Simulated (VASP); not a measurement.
# SrTe (Fm-3m) in VASP: notebook

One crystal, SrTe, is run at these levels: PBE; tasks: single point.

All numbers are computed with VASP 6.6.1; they aren't measurements. Logs are shortened: lines on timing, memory, paths and dates and some standing lists are left out, and cuts for length are marked.

## (1) The structure

The structure is cubic, space group Fm-3m (No. 225). Conventional cell: a = 6.718 Å, b = 6.718 Å, c = 6.718 Å, α = 90.00°, β = 90.00°, γ = 90.00°. Around Sr (site symmetry m-3m) lie 6 Te at 3.36 Å. Te (site symmetry m-3m) has 6 Sr at 3.36 Å as nearest neighbours.

The cell comes from a database or a generator and needn't be the stable form of this composition.

## (2) Single point, PBE

The input, INCAR:

```
SYSTEM = SrTe
PREC = Accurate
ENCUT = 520
EDIFF = 1E-6
ISMEAR = -1
SIGMA = 0.03
LREAL = .False.
LASPH = .True.
NELM = 100
ALGO = Normal
ISIF = 2
LWAVE = .False.
LCHARG = .False.
GGA = PE
NBANDS = 15
```

The input, KPOINTS:

```
regular mesh
0
Gamma
  11 11 11
  0 0 0
```

The input, POSCAR:

```
SrTe
1.0
    0.0000000000      3.3591786648      3.3591786648
    3.3591786648      0.0000000000      3.3591786648
    3.3591786648      3.3591786648      0.0000000000
Sr Te
1 1
Direct
    0.0000000000      0.0000000000      0.0000000000
    0.5000000000      0.5000000000      0.5000000000
```

Potentials or basis: VASP PAW PBE potentials, release 64 (Sr_sv, Te).

On the command line:

```
> cat potpaw_PBE.64/Sr_sv/POTCAR potpaw_PBE.64/Te/POTCAR > POTCAR
> mpirun -np 1 vasp_std > vasp.out
```

OUTCAR:

```text
SYSTEM = SrTe
   PREC = Accurate
   ENCUT = 520
   EDIFF = 1E-6
   ISMEAR = -1
   LREAL = .False.
   LASPH = .True.
   NELM = 100
   ISIF = 2
   GGA = PE

 ion  position               nearest neighbor table
   1  0.000  0.000  0.000-   2 3.36   2 3.36   2 3.36   2 3.36   2 3.36   2 3.36
   2  0.500  0.500  0.500-   1 3.36   1 3.36   1 3.36   1 3.36   1 3.36   1 3.36

  LATTYP: Found a face centered cubic cell.
 ALAT       =     6.7183573296

  Lattice vectors:

 A1 = (   0.0000000000,   3.3591786648,   3.3591786648)
 A2 = (   3.3591786648,   0.0000000000,   3.3591786648)
 A3 = (   3.3591786648,   3.3591786648,   0.0000000000)

Analysis of symmetry for initial positions (statically):
=====================================================================
 Subroutine PRICEL returns:
 Original cell was already a primitive cell.

 Routine SETGRP: Setting up the symmetry group for a
 face centered cubic supercell.

 Subroutine GETGRP returns: Found 48 space group operations
 (whereof 48 operations were pure point group operations)
 out of a pool of 48 trial point group operations.

The static configuration has the point symmetry O_h .

Analysis of symmetry for dynamics (positions and initial velocities):
=====================================================================
 Subroutine PRICEL returns:
 Original cell was already a primitive cell.

 Routine SETGRP: Setting up the symmetry group for a
 face centered cubic supercell.

 Subroutine GETGRP returns: Found 48 space group operations
 (whereof 48 operations were pure point group operations)
 out of a pool of 48 trial point group operations.

The dynamic configuration has the point symmetry O_h .

 Subroutine INISYM returns: Found 48 space group operations
 (whereof 48 operations are pure point group operations),
 and found     1 'primitive' translations

----------------------------------------------------------------------------------------

                                     Primitive cell

  volume of cell :      75.8105

  direct lattice vectors                    reciprocal lattice vectors
     0.000000000  3.359178665  3.359178665    -0.148845908  0.148845908  0.148845908
     3.359178665  0.000000000  3.359178665     0.148845908 -0.148845908  0.148845908
     3.359178665  3.359178665  0.000000000     0.148845908  0.148845908 -0.148845908

  length of vectors
     4.750596026  4.750596026  4.750596026     0.257808676  0.257808676  0.257808676

  position of ions in fractional coordinates (direct lattice)
     0.000000000  0.000000000  0.000000000
     0.500000000  0.500000000  0.500000000

  ion indices of the primitive-cell ions
   primitive index   ion index
                 1           1
                 2           2

----------------------------------------------------------------------------------------

 KPOINTS: regular mesh

Automatic generation of k-mesh.
 Grid dimensions read from file:
 generate k-points for:   11   11   11

 Generating k-lattice:

  Cartesian coordinates                     Fractional coordinates (reciprocal lattice)
    -0.013531446  0.013531446  0.013531446     0.090909091  0.000000000  0.000000000
     0.013531446 -0.013531446  0.013531446     0.000000000  0.090909091  0.000000000
     0.013531446  0.013531446 -0.013531446     0.000000000  0.000000000  0.090909091

  Length of vectors
     0.023437152  0.023437152  0.023437152

  Shift w.r.t. Gamma in fractional coordinates (k-lattice)
     0.000000000  0.000000000  0.000000000

 Subroutine IBZKPT returns following result:
 ===========================================

 Found     56 irreducible k-points:

 Following reciprocal coordinates:
            Coordinates               Weight
  0.000000  0.000000  0.000000      1.000000
  0.090909  0.000000  0.000000      8.000000
  0.181818  0.000000  0.000000      8.000000
  0.272727  0.000000  0.000000      8.000000
  0.363636  0.000000  0.000000      8.000000
  0.454545  0.000000  0.000000      8.000000
[... 16 lines left out ...]
 -0.272727  0.181818  0.000000     24.000000
 -0.181818  0.181818  0.000000     12.000000
 [... further k-points ...]
   k-points           NKPTS =     56   k-points in BZ     NKDIM =     56   number of bands    NBANDS=     15
   number of dos      NEDOS =    301   number of ions     NIONS =      2
   total plane-waves  NPLWV =  46656
   dimension x,y,z NGX =    36 NGY =   36 NGZ =   36
   dimension x,y,z NGXF=    72 NGYF=   72 NGZF=   72
   ions per type =               1   1
   NGX,Y,Z   is equivalent  to a cutoff of  12.60, 12.60, 12.60 a.u.
   NGXF,Y,Z  is equivalent  to a cutoff of  25.20, 25.20, 25.20 a.u.
 SYSTEM =  SrTe
   PREC   = accura    normal or accurate (medium, high low for compatibility)
   ISTART =      0    job   : 0-new  1-cont  2-samecut
   ICHARG =      2    charge: 1-file 2-atom 10-const
   ISPIN  =      1    spin polarized calculation?
   LNONCOLLINEAR =      F non collinear calculations
   LSORBIT =      F    spin-orbit coupling
   LASPH  =      T    aspherical Exc in radial PAW
   ENCUT  =  520.0 eV  38.22 Ry    6.18 a.u.   8.83  8.83  8.83*2*pi/ulx,y,z
   NELM   =    100;   NELMIN=  2; NELMDL= -5     # of ELM steps
   EDIFF  = 0.1E-05   stopping-criterion for ELM
   LREAL  =      F    real-space projection
   EDIFFG = 0.1E-04   stopping-criterion for IOM
   NSW    =      0    number of steps for IOM
   IBRION =     -1    ionic relax: 0-MD 1-quasi-New 2-CG
   NFREE  =      0    steps in history (QN), initial steepest desc. (CG)
   ISIF   =      2    stress and relaxation
   ISYM   =      2    0-nonsym 1-usesym 2-fastsym
   POTIM  = 0.5000    time-step for ionic-motion
   TEBEG  =    0.0;   TEEND  =   0.0 temperature during run
   PSTRESS=    0.0 pullay stress
   NELECT =      16.0000    total number of electrons
   NUPDOWN=      -1.0000    fix difference up-down
   EMIN   =  10.00;   EMAX   =-10.00  energy-range for DOS
   EFERMI =   0.00;   METHOD = LEGACY
   ISMEAR =    -1;   SIGMA  =   0.03  broadening in eV -4-tet -1-fermi 0-gaus
   EFERMI_NEDOS =   21; number of points for ismear=-14 and -15
   IALGO  =     38    algorithm
   IMIX   =      4    mixing-type and parameters
     AMIX     =   0.40;   BMIX     =  1.00
     AMIX_MAG =   1.60;   BMIX_MAG =  1.00
  volume/ion in A,a.u.               =      37.91       255.80
  Fermi-wavevector in a.u.,A,eV,Ry     =   0.974702  1.841919 12.926125  0.950043
  Thomas-Fermi vector in A             =   2.105183
   LORBIT       =      0    0 simple, 1 ext, 2 COOP (PROOUT), +10 PAW based schemes
   GGA     = PE    functional components
   LHFCALC =     F    Hartree Fock is set to
   AEXX    =    0.0000 exact exchange contribution
   IVDW    =     0    specifies the selected vdW correction
   LEPSILON=     F    determine dielectric tensor
   LRPA    =     F    only Hartree local field effects (RPA)
 non-spin polarized calculation
  energy-cutoff  :      520.00
  volume of cell :       75.81
 maximum number of plane-waves:      2085
   NGX = 17   NGY = 17   NGZ = 17

 number of electron      16.0000000 magnetization

 Free energy of the ion-electron system (eV)
  ---------------------------------------------------
  ext. energy  EPLUGINS =         0.00000000
  ---------------------------------------------------
  free energy    TOTEN  =        -8.26883673 eV

  energy without entropy =       -8.26883673  energy(sigma->0) =       -8.26883673

 E-fermi :   3.2319     XC(G=0):  -8.4133

 val. band max:        2.6691859140   @ k =   0.0000   0.0000   0.0000
 cond. band min:       4.4503766689   @ k =   0.4545   0.4545   0.0000
 fundamental gap:      1.7811907548
 Fermi energy:         3.2319088157

 k-point     1 :       0.0000    0.0000    0.0000
  band No.  band energies     occupation
      1     -32.0785      2.00000
      2     -14.0634      2.00000
      3     -14.0634      2.00000
      4     -14.0634      2.00000
      5      -7.2308      2.00000
      6       2.6692      2.00000
      7       2.6692      2.00000
      8       2.6692      2.00000
      9       5.4091      0.00000
     10       5.9626      0.00000
     11       5.9626      0.00000
     12       5.9626      0.00000
     13       6.5824      0.00000
     14       6.5824      0.00000
     15      10.1651      0.00000

 k-point     2 :       0.0909    0.0000    0.0000
  band No.  band energies     occupation
      1     -32.0782      2.00000
      2     -14.0726      2.00000
      3     -14.0638      2.00000
      4     -14.0638      2.00000
      5      -7.1881      2.00000
      6       2.2820      2.00000
      7       2.5491      2.00000
      8       2.5491      2.00000
      9       5.7000      0.00000
     10       6.0741      0.00000
     11       6.0741      0.00000
     12       6.1188      0.00000
     13       6.7961      0.00000
     14       6.7961      0.00000
     15      10.4403      0.00000

 k-point     3 :       0.1818    0.0000    0.0000
  band No.  band energies     occupation
      1     -32.0774      2.00000
      2     -14.0969      2.00000
      3     -14.0649      2.00000
      4     -14.0649      2.00000
      5      -7.0703      2.00000
      6       1.5338      2.00000
      7       2.2731      2.00000
      8       2.2731      2.00000
      9       5.8137      0.00000
     10       6.3653      0.00000
     11       6.3653      0.00000
     12       6.9691      0.00000
     13       7.3824      0.00000
     14       7.3824      0.00000
     15      11.0446      0.00000
[... 343 lines left out ...]
 k-point    23 :      -0.2727    0.1818    0.0000
  band No.  band energies     occupation
      1     -32.0752      2.00000
      2     -14.1413      2.00000
      3     -14.0889      2.00000
      4     -14.0670      2.00000
      5      -6.7652      2.00000
      6       0.4515      2.00000
      7       1.6396      2.00000
      8       1.7051      2.00000
      9       6.5340      0.00000
     10       7.0025      0.00000
     11       7.3484      0.00000
     12       7.9207      0.00000
     13       7.9845      0.00000
     14       9.9278      0.00000
     15      10.8200      0.00000

 k-point    24 :      -0.1818    0.1818    0.0000
  band No.  band energies     occupation
      1     -32.0760      2.00000
      2     -14.1239      2.00000
      3     -14.0825      2.00000
      4     -14.0642      2.00000
      5      -6.8813      2.00000
      6       0.7831      2.00000
      7       1.8648      2.00000
      8       1.9162      2.00000
      9       6.3906      0.00000
     10       6.6131      0.00000
     11       6.7051      0.00000
     12       7.3380      0.00000
     13       8.4076      0.00000
     14       8.9658      0.00000
     15      10.7211      0.00000

 [... further k-points ...]

------------------------ aborting loop because EDIFF is reached ----------------------------------------

  FORCE on cell =-STRESS in cart. coord.  units (eV):
  Direction    XX          YY          ZZ          XY          YZ          ZX
  --------------------------------------------------------------------------------------
  -------------------------------------------------------------------------------------
  Total        0.0418106      0.0418106      0.0418106      0.0000000     -0.0000000      0.0000000
  in kB        0.8836243      0.8836243      0.8836243      0.0000000     -0.0000000      0.0000000
  external PRESSURE =       0.8836243 kB  Pullay stress =       0.0000000 kB

 VOLUME and BASIS-vectors are now :
 -----------------------------------------------------------------------------
  energy-cutoff  :      520.00
  volume of cell :       75.81
      direct lattice vectors                 reciprocal lattice vectors
     0.000000000  3.359178665  3.359178665    -0.148845908  0.148845908  0.148845908
     3.359178665  0.000000000  3.359178665     0.148845908 -0.148845908  0.148845908
     3.359178665  3.359178665  0.000000000     0.148845908  0.148845908 -0.148845908

 POSITION                                       TOTAL-FORCE (eV/Angst)
 -----------------------------------------------------------------------------------
      0.00000      0.00000      0.00000         0.000000      0.000000      0.000000
      3.35918      3.35918      3.35918        -0.000000     -0.000000     -0.000000
 -----------------------------------------------------------------------------------
    total drift:                                0.000000      0.000000      0.000000

  FREE ENERGIE OF THE ION-ELECTRON SYSTEM (eV)
  ---------------------------------------------------
  free  energy   TOTEN  =        -8.2688367300 eV

  energy  without entropy=       -8.2688367299  energy(sigma->0) =       -8.26883673
```

Run time: 38 s. Hardware: 1 thread of Intel Xeon Platinum 8488C (Sapphire Rapids), shared host; peak memory 0.24 GiB.

What came out:

```
Free energy            : -8.2688 eV
Pressure               : 0.1 GPa
Band gap on the k mesh : 1.78 eV, indirect (least direct gap 2.50 eV)
```

Caveat: spin-orbit coupling is left out, which moves the levels of the heavy elements; an odd mesh through Γ misses points on the zone boundary, where band edges often lie. A hybrid or GW would open this gap; PBE tends to underestimate it.

## (3) Single point, PBE (volume scaled by 0.95)

The input, INCAR:

```
PREC = Accurate
ENCUT = 520
EDIFF = 1E-6
ISMEAR = -1
SIGMA = 0.03
LREAL = F
LASPH = T
NELM = 100
ALGO = Fast
ISIF = 2
LWAVE = F
LCHARG = T
GGA = PE
LELF = T
LVHAR = T
NBANDS = 15
```

The input, KPOINTS:

```
regular mesh
0
Gamma
  11 11 11
```

The input, POSCAR:

```
SrTe
1.0
    0.0000000000      3.3022324320      3.3022324320
    3.3022324320      0.0000000000      3.3022324320
    3.3022324320      3.3022324320      0.0000000000
Sr Te
1 1
Direct
    0.0000000000      0.0000000000      0.0000000000
    0.5000000000      0.5000000000      0.5000000000
```

Potentials or basis: VASP PAW PBE potentials, release 64 (Sr_sv, Te).

On the command line:

```
> cat potpaw_PBE.64/Sr_sv/POTCAR potpaw_PBE.64/Te/POTCAR > POTCAR
> mpirun -np 1 vasp_std > vasp.out
```

Run time: 50 s. Hardware: 1 thread of Intel Xeon Platinum 8488C (Sapphire Rapids), shared host; peak memory 0.24 GiB.

Results (log left out):

```yaml
Free_energy: -8.2453 eV
Pressure: 2.0 GPa
Band_gap_on_the_k_mesh: 1.65 eV, indirect (least direct gap 2.40 eV)
```

Levels at points of the mesh, in eV from the valence-band top:
```
           k point  band 6  band 7  band 8  band 9  band 10  band 11
(0.00, 0.00, 0.00)    0.00    0.00    0.00    2.97     3.24     3.24
```

Caveat: spin-orbit coupling is left out, which moves the levels of the heavy elements; an odd mesh through Γ misses points on the zone boundary, where band edges often lie.
